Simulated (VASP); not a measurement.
PtS2: single point with LDA+U

PtS2:

```
Pt S
1.0
     3.11651   -1.91048    0.00000
     3.11651    1.91048    0.00000
    -0.00307    0.00000    4.39494
Pt S
1 2
Direct
  0.00000 0.00000 0.00000
  0.68790 0.68790 0.28890
  0.31210 0.31210 0.71110
```

The cell was built by a generator and isn't the measured one.

```
Program             : VASP 6.6.1
Task                : single point
Functional          : LDA
Potentials or basis : VASP PAW LDA potentials, release 64 (Pt, S)
Cutoff              : 520 eV
k mesh              : 6 × 6 × 4
Occupations         : gaussian, width 0.05 eV
Spin                : collinear spin, random start
Starting moments    : [-0.47, 0.0, 0.0] μB
Hubbard terms       : Pt d U = 3 eV
```

```
Pressure                                              : -13.6 GPa
Largest force                                         : 1.465 eV/Å
Band gap on the k mesh                                : none (metal or under the smearing width)
Net moment                                            : 0.00 μB per cell
Valence electrons inside the program's atomic spheres : Pt 9.44; S 3.55
```

Forces on the atoms (eV/Å):
```
Pt   0.000  0.000  0.000
S   -0.783  0.000 -1.238
S    0.783  0.000  1.238
```

Stress tensor (GPa, compression positive):
```
 -9.96   0.00  -5.91
  0.00 -21.71   0.00
 -5.91   0.00  -9.16
```

Levels at points of the mesh, in eV from the Fermi level:
Spin up:
```tsv
k point	band 7	band 8	band 9	band 10	band 11	band 12	band 13	band 14	band 15	band 16
(0.00, 0.00, 0.00)	-3.79	-2.29	-1.35	-0.54	0.02	0.52	1.11	3.87	4.80	6.67
(0.50, 0.00, 0.00)	-3.57	-3.40	-3.17	-2.66	-2.66	0.41	2.72	6.23	7.33	7.79
(0.50, 0.50, 0.00)	-3.88	-3.62	-3.46	-2.56	-2.50	1.26	2.32	5.43	6.39	6.77
(0.00, 0.00, 0.50)	-3.82	-2.71	-2.40	-1.81	-1.65	2.27	2.48	5.95	6.98	7.31
(0.50, 0.00, 0.50)	-3.45	-3.10	-3.01	-2.07	-0.29	0.39	1.96	4.98	5.38	8.60
(0.50, 0.50, 0.50)	-3.52	-3.45	-2.80	-2.24	-1.54	-0.15	1.52	6.07	6.24	9.25
```
Spin down:
```tsv
k point	band 7	band 8	band 9	band 10	band 11	band 12	band 13	band 14	band 15	band 16
(0.00, 0.00, 0.00)	-3.79	-2.29	-1.35	-0.54	0.02	0.52	1.11	3.87	4.80	6.67
(0.50, 0.00, 0.00)	-3.57	-3.40	-3.17	-2.66	-2.66	0.41	2.72	6.23	7.33	7.79
(0.50, 0.50, 0.00)	-3.88	-3.62	-3.46	-2.56	-2.50	1.26	2.32	5.43	6.39	6.77
(0.00, 0.00, 0.50)	-3.82	-2.71	-2.40	-1.81	-1.65	2.27	2.48	5.95	6.98	7.31
(0.50, 0.00, 0.50)	-3.45	-3.10	-3.01	-2.07	-0.29	0.39	1.96	4.98	5.38	8.60
(0.50, 0.50, 0.50)	-3.52	-3.45	-2.80	-2.24	-1.54	-0.15	1.52	6.07	6.24	9.25
```

Eigenvalues of the final occupation matrices:
```csv
site,spin,trace,eigenvalues
site 1 d,1,4.13,0.67 0.72 0.91 0.91 0.91
site 1 d,2,4.13,0.67 0.72 0.91 0.91 0.91
```

It took 78 s on 1 thread of Intel(R) Xeon(R) Platinum 8259CL CPU @ 2.50GHz (Skylake/Cascade Lake) (shared host), peak memory 0.21 GiB.

Caveat: forces of over 1 eV/Å show positions far from the minimum, so gaps and moduli don't describe the material at rest. The run has no spin-orbit coupling, so splittings on Pt are missing.
